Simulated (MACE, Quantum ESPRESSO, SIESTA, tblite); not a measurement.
**How stiff is Zhiqinite (Fddd), TiSi2 (72 atoms)? Programs compared**

How stiff is Zhiqinite (Fddd), TiSi2 (72 atoms) under an even change of volume, and do other programs and learned potentials give the same pressure and slope as plane waves?

The results are calculated values.

The database entry behind the starting cell is an old determination (1939), so it need not match the best structure at ambient conditions.

## Step 1: The structure

The cell holds 72 atoms (24 Ti and 48 Si), with edges of 14.32, 8.24 and 8.52 Å. Recipe: TiSi2, space group Fddd, structure from the Crystallography Open Database, 3 x 1 x 1 conventional cells; every coordinate displaced by a Gaussian of 0.06 Å. Then the atoms were relaxed with MACE MP-0b3 medium in the fixed cell.

## Step 2: The reference input

Quantum ESPRESSO 7.5: Kohn-Sham DFT, PBE, SSSP efficiency 1.3.0 pseudopotentials, plane waves. Its input, pw.in, for the unchanged cell:

```
&control
  calculation = 'scf'
  pseudo_dir = './pseudo'
  outdir = './tmp'
  disk_io = 'none'
  tprnfor = .true.
  tstress = .true.
/
&system
  ibrav = 0
  nat = 72
  ntyp = 2
  ecutwfc = 60
  ecutrho = 480
  nosym = .true.
  occupations = 'smearing'
  smearing = 'fd'
  degauss = 0.003675
/
&electrons
  conv_thr = 3.6e-07
  electron_maxstep = 100
  mixing_beta = 0.2
  mixing_mode = 'local-TF'
  diagonalization = 'david'
/
ATOMIC_SPECIES
Ti 47.867 Ti.upf
Si 28.085 Si.upf
CELL_PARAMETERS angstrom
14.31900 0.00000 0.00000
0.00000 8.23600 0.00000
0.00000 0.00000 8.52300
ATOMIC_POSITIONS crystal
Ti 0.24988 0.25146 0.25133
Ti 0.08354 0.75153 0.25104
Ti 0.08333 0.25131 0.75150
Ti 0.25022 0.75076 0.75132
[... 66 atom lines left out ...]
Si 0.66667 0.16299 0.00144
Si 0.83342 0.33943 0.00124
K_POINTS gamma
```

```console
$ OMP_NUM_THREADS=1 mpirun -np 4 pw.x -in pw.in > output.txt
```

Run time: 2.8 min. Hardware: 4 MPI ranks of Arm Neoverse V2, shared host; peak memory 4 GiB.

It converged with an r.m.s. force component of 0.072 eV/Å and a pressure of 2.5 GPa.

## Step 3: The levels

Every level solves the same cells as single points. CPU time is summed over a level's finished runs, on a host shared with the other runs, so it is rough; the force column is the median over cells of the r.m.s. difference of force components from the reference.

| level | basis or training data | k-points | runs finished | CPU time | peak memory (GiB) | force difference (meV/Å) |
| --- | --- | --- | --- | --- | --- | --- |
| QE, PBE | plane waves, SSSP efficiency, 60/480 Ry | Γ | 3 of 3 | 34 min | 4.2 | reference |
| SIESTA DZP, PBE | DZP orbitals, shift 0.01 Ry, mesh 500 Ry | Γ | 3 of 3 | 36 min | 2.9 | 25 |
| MACE MP-0b2 small | trained on PBE(+U) plane-wave data | - | 3 of 3 | 15 s | 0.65 | 44 |
| MACE MP-0b3 medium | trained on PBE(+U) plane-wave data | - | 3 of 3 | 18 s | 0.96 | 70 |

Runs without a converged result: tblite GFN1-xTB, 3 single points (not converged). A level enters a table below only where it finished every cell that the table needs.

The reference's own r.m.s. force component runs from 59 to 86 meV/Å over these cells. MACE MP-0b3 medium relaxed the atoms, so in the cells that it relaxed its own forces are small, and its entry isn't an independent test there.

## Step 4: Pressure against volume

The cell is scaled evenly with fractional positions held. The unchanged volume is 13.960 Å³ an atom. Pressures in GPa:

| level | -3 % | 0 | +3 % |
| --- | --- | --- | --- |
| QE, PBE | 7.55 | 2.54 | -1.72 |
| SIESTA DZP, PBE | 7.66 | 2.67 | -1.51 |
| MACE MP-0b2 small | 8.27 | 3.35 | -0.82 |
| MACE MP-0b3 medium | 6.80 | 1.97 | -2.07 |

Energy less that of the unchanged cell at the same level, in meV an atom:

| level | -3 % | +3 % |
| --- | --- | --- |
| QE, PBE | 13.12 | -0.93 |
| SIESTA DZP, PBE | 13.28 | -1.36 |
| MACE MP-0b2 small | 15.01 | -3.16 |
| MACE MP-0b3 medium | 11.26 | 0.30 |

## Step 5: Moduli

From the three volumes nearest the unchanged one: B from the slope of pressure against ln V and from the curvature of the energy, the pressure that the slope of the energy implies, and the volume change at which the printed pressure crosses zero (a dash if it doesn't within the range).

| level | B from pressures (GPa) | B from energies (GPa) | printed pressure (GPa) | pressure from energies (GPa) | zero pressure at (%) |
| --- | --- | --- | --- | --- | --- |
| QE, PBE | 154.4 | 155.5 | 2.54 | 2.69 | +1.8 |
| SIESTA DZP, PBE | 152.8 | 152.1 | 2.67 | 2.80 | +1.9 |
| MACE MP-0b2 small | 151.5 | 151.0 | 3.35 | 3.48 | +2.4 |
| MACE MP-0b3 medium | 147.8 | 147.4 | 1.97 | 2.10 | +1.4 |

As a check by hand on the reference: from -3 to +3 % the pressure falls by 9.26 GPa while ln V grows by 0.0600, a ratio of 154.3 GPa.

## Step 6: What came out

The plane-wave reference (PBE) gives a bulk modulus of 154.4 GPa from its pressures, at a volume where its pressure is 2.54 GPa; that pressure crosses zero at +1.8 %. Other programs at PBE: SIESTA DZP, PBE 152.8 GPa (-1 %); its pressure lies +0.14 GPa from the reference's. Learned potentials: MACE MP-0b2 small 151.5 GPa (-2 %) and MACE MP-0b3 medium 147.8 GPa (-4 %); their pressures lie -0.57 to +0.81 GPa from the reference's.

All slopes lie within 4 % of the reference's, while the pressures at one volume spread over 1.4 GPa, so the levels would settle at unlike volumes. Moduli from the energies run from 147 to 155 GPa, within 10 % of those from pressures.

Caveats: Atoms are held in fractional coordinates, so these moduli are upper bounds to relaxed ones. Three points at finite strain give rough moduli, at the given volume rather than at zero pressure. Pressures at a fixed plane-wave cutoff or in a small atom-centred basis hold some basis error. The reference samples only Γ, in a cell whose shortest periodic width is 8 Å. The reference isn't exact: its cutoffs and mesh weren't converged further here. SIESTA's automatically made basis is far from complete, and its potentials were converted by us (checked for H, C, O, Si, Ge and Ca alone). The learned potentials mimic data converged in k, so the sampling error of the reference's coarse mesh counts against them here, while programs on the same mesh share it. The reference has no spin polarisation, so local moments can't form. Where levels are smeared, the DFT runs use Fermi–Dirac occupations at 580 K (0.05 eV), and energies are free energies.

[Logs are printed without paths, hosts, clocks, repeated set-up lines and the standing remarks that a program may print on its own settings, such as how far it seeks lower states.]

[Hosts, paths, dates, database ids (printed as entryN), source tags and the programs' standing remarks are cut or masked in the printed files.]
